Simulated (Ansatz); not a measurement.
Program: Ansatz 0.2.0.

A structure relaxed at PBE0-D4/def2-TZVP, charge 0, multiplicity 1:

```json
{"atom": "C1", "x (Å)": "-1.604", "y (Å)": "-0.602", "z (Å)": "0.253"}
{"atom": "C2", "x (Å)": "-0.132", "y (Å)": "-0.321", "z (Å)": "0.498"}
{"atom": "C3", "x (Å)": "0.506", "y (Å)": "0.496", "z (Å)": "-0.618"}
{"atom": "N4", "x (Å)": "1.916", "y (Å)": "0.809", "z (Å)": "-0.459"}
{"atom": "H5", "x (Å)": "-1.749", "y (Å)": "-1.160", "z (Å)": "-0.677"}
{"atom": "H6", "x (Å)": "-2.043", "y (Å)": "-1.189", "z (Å)": "1.062"}
{"atom": "H7", "x (Å)": "-2.174", "y (Å)": "0.327", "z (Å)": "0.170"}
{"atom": "H8", "x (Å)": "0.416", "y (Å)": "-1.265", "z (Å)": "0.605"}
{"atom": "H9", "x (Å)": "-0.007", "y (Å)": "0.214", "z (Å)": "1.447"}
{"atom": "H10", "x (Å)": "0.383", "y (Å)": "-0.033", "z (Å)": "-1.569"}
{"atom": "H11", "x (Å)": "-0.039", "y (Å)": "1.441", "z (Å)": "-0.730"}
{"atom": "H12", "x (Å)": "2.459", "y (Å)": "-0.043", "z (Å)": "-0.381"}
{"atom": "H13", "x (Å)": "2.067", "y (Å)": "1.327", "z (Å)": "0.399"}
```

**Question.** Give its formula and SMILES.

**Answer.** C3H9N, `CCCN`.

**Question.** Point group (tolerance 0.08 Å, 0.16 Å for H)?

**Answer.** Cs.

**Question.** Summarise the bond lengths by kind.

**Answer.** 2 × C–C 1.519 to 1.523 Å; 7 × C–H 1.092 to 1.097 Å; 1 × C–N 1.452 Å; 2 × H–N 1.013 Å.
